## Elastic constants of diamond: stretching bonds and bending them

An elastic constant is the stress that a small strain produces, divided by that strain. C11 is the stress along a cube axis when the crystal is stretched along that axis with its sides held. C12 is the stress that appears on the held sides, and C44 is the resistance to shear that makes the cube axes lean towards each other. The bulk modulus B is the resistance to equal squeezing from all sides.

Elastic constants of diamond, computed with SIESTA 5.4.2 using DFT with the PBEsol functional, PseudoDojo 0.4 standard norm-conserving pseudopotentials, a TZP basis of numerical atomic orbitals and a 10 × 10 × 10 k-mesh. The two-atom cell was relaxed first; the constants are stress over strain, with the atoms free to shift in the strained cell.

| row | computed constant (GPa) | what it is | measured constant (GPa) | label in the paper, method, sample | source |
| --- | --- | --- | --- | --- | --- |
| 1 | 143 | C12 | n/a | n/a | n/a |
| 2 | 439.8 | bulk modulus (Hill) | n/a | n/a | n/a |
| 3 | n/a | n/a | 441.8 | adiabatic bulk modulus; ultrasonic measurement; bulk crystal | pmc:4962311 (2016) |
| 4 | n/a | n/a | 442 | B0 from ultrasound; ultrasonic measurement; bulk crystal | arXiv:cond-mat/0702656 (2007) |
| 5 | n/a | n/a | 443 | bulk modulus of diamond, quoted experimental value; not stated; bulk crystal | arXiv:1701.05631 (2017) |
| 6 | n/a | n/a | 444.8 | B0 from Brillouin scattering; Brillouin scattering; bulk crystal | arXiv:cond-mat/0702656 (2007) |
| 7 | 569 | C44 | n/a | n/a | n/a |
| 8 | 1034 | C11 | n/a | n/a | n/a |

### 1. Which entries can be compared with each other?

The computed constants answer four different questions about one crystal, so their order in size is not a trend along a series. Only the bulk modulus stands beside measurements. It is also tied to two of the other constants: in a cubic crystal B = (C11 + 2 C12)/3. The table gives (1034 + 2 × 143)/3 = 440 GPa, which is the computed bulk modulus within rounding.

### 2. Why is C11 so much larger than C12?

Every bond in diamond lies along a body diagonal of the cube, so it leans equally on all three axes. Its length therefore changes by the average of the three axial strains. If the crystal is lengthened along one axis and narrowed along the other two so that its volume stays the same, the bonds keep their length to first order. Only the angles between them change.

The resistance to this change of shape is C′ = (C11 − C12)/2, here about 445 GPa. Rearranging the two relations gives C11 = B + (4/3) C′ and C12 = B − (2/3) C′. Stiff angles thus push C11 up and C12 down from the common value B. In diamond they push so hard that C11 is seven times C12.

### 3. What would happen if the angles were free?

A square of rods with hinged corners folds flat although no rod changes length. Diamond with bonds that could only stretch would behave in the same way: C11 would equal C12, and C44 would vanish. For C44 this happens because the two carbon atoms of the cell can shift against each other and restore every bond length.

The computed C44 of 569 GPa, found with the atoms free to shift, is far from zero. Theory assigns this stiffness mainly to directed covalent bonds, which resist a change of angle. The hinged frame shows why angles matter, but it cannot say how stiff they are.

### 4. What would change if the atoms were not allowed to shift?

C44 would rise, because the crystal would lose a way of relieving strained bonds. C11, C12 and the bulk modulus would stay the same, since stretching along the cube axes leaves each atom balanced by symmetry. A calculation with frozen atoms would therefore make diamond look too stiff in one kind of shear only.

### 5. Does the good bulk modulus vouch for the other constants?

The computed bulk modulus lies 2 to 5 GPa below the four measured values, a shortfall of about 1% or less. Yet equal squeezing leaves all bond angles unchanged, so this comparison tests the stretching of bonds and not their bending.

Suppose C11 were 40 GPa higher and C12 20 GPa lower. The bulk modulus would not move, while C′ would rise by 30 GPa, or about 7%. Measurements outside this table place C11 somewhat higher and C12 somewhat lower than this run does, which suggests errors of this compensating kind here. Anyone who needs the response of diamond to shear should therefore check C′ and C44 themselves.

### 6. How much would a slightly wrong cell size matter?

Longer bonds are softer, so a functional or an orbital basis that makes the cell too large also lowers the bulk modulus. For diamond, B falls by roughly 4% when the volume grows by 1%; this factor of 4 is a rough recalled value. A lattice constant larger by 0.1% means a volume larger by 0.3%, and so a bulk modulus lower by about 1.2%, or 5 GPa.

That is about as large as the largest gap to measurement, so an error in length too small to notice in most uses already matters. The lattice constant of this run, 3.567 Å, is close to the measured one, but the two do not describe quite the same thing. Temperature and zero-point motion, present only in the measurements, make the real crystal slightly larger and softer. Against a motionless lattice, which is what the calculation describes, the computed cell is therefore probably a little too large, and the shortfall in the bulk modulus would be larger than the table shows. The bulk modulus is best read as 440 GPa, without weight on its last digit. The output below works out these gaps and ratios directly from the table.

### 7. What would silicon do?

Silicon has the same structure with longer, weaker bonds, so all its constants are smaller. Its angles are also softer in proportion to its bond stretching. By the relations in part 2, C11 and C12 then lie closer to B, and their ratio is well below that of diamond.

The analysis program printed:

```
Bulk modulus from unrounded C11 and C12, GPa: 439.8
Ratio of C11 to C12: 7.231
Ratio of C44 to C12: 3.979
Tetragonal shear constant (C11 - C12)/2, GPa: 445.5
Ratio of C44 to the tetragonal shear constant: 1.277
Number of measured bulk moduli: 4
Mean of the measured bulk moduli, GPa: 442.9
Spread of the measured bulk moduli, GPa: 3
Computed less measured bulk modulus, smallest gap, GPa: -2
Computed less measured bulk modulus, largest gap, GPa: -5
Smallest gap, percent of measured: -0.4527
Largest gap, percent of measured: -1.124
Change of bulk modulus in the thought experiment, GPa: 0
Change of tetragonal shear constant in the thought experiment, GPa: 30
The same change, percent of the tetragonal shear constant: 6.734
Cubic lattice constant of the cell, angstrom: 3.567
Estimated change of bulk modulus for a lattice constant larger by 0.1 percent, GPa: -5.278
Lattice constant change that would close the mean gap, percent: -0.05874
```
